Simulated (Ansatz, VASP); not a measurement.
**HfB2 in VASP and in Ansatz**

```xyz
3
Lattice="3.1504 0.0000 0.0000 -1.5752 2.7284 0.0000 0.0000 0.0000 3.4916" Properties=species:S:1:pos:R:3 pbc="T T T"
Hf    0.0000    0.0000    0.0000
B     0.0000    1.8189    1.7458
B     1.5752    0.9095    1.7458
```

Change from the starting cell: volume scaled by 1.01, PAW files.

Alike in both runs: task electric field gradients; functional PBEsol; k mesh 15 × 15 × 12; occupations fermi-dirac, width 0.03 eV; no spin polarisation.

|  | VASP | Ansatz |
| --- | --- | --- |
| version | VASP 6.6.1 | Ansatz 0.2.0 |
| potentials or method | VASP PAW PBE potentials, release 64 (Hf_pv, B) | PAW with Ansatz's default frozen-core files, scalar-relativistic |
| plane-wave cutoff (eV) | 520 | 420 |
| valence electrons in the cell | 16 | 32 |

|  | VASP | Ansatz | Ansatz less VASP |
| --- | --- | --- | --- |
| pressure (GPa) | -6.9 | -6.8 | +0.15 |
| largest component of the traceless stress (GPa) | 0.55 | 0.72 | +0.174 |
| Vzz of the field gradient on the site that differs most (V/Å²) | 80.2 | 108.6 | +28.38 |

The functional is the same, so the differences come from potentials, cutoffs and numerics. The two sets of potentials don't hold the same shells in valence. Ansatz warned: «gradients_without_spin_orbit».

Caveats: the PAW data sets were made with another functional, which shifts forces and pressure a little (VASP). Spin-orbit coupling is left out, which matters for the levels of Hf.
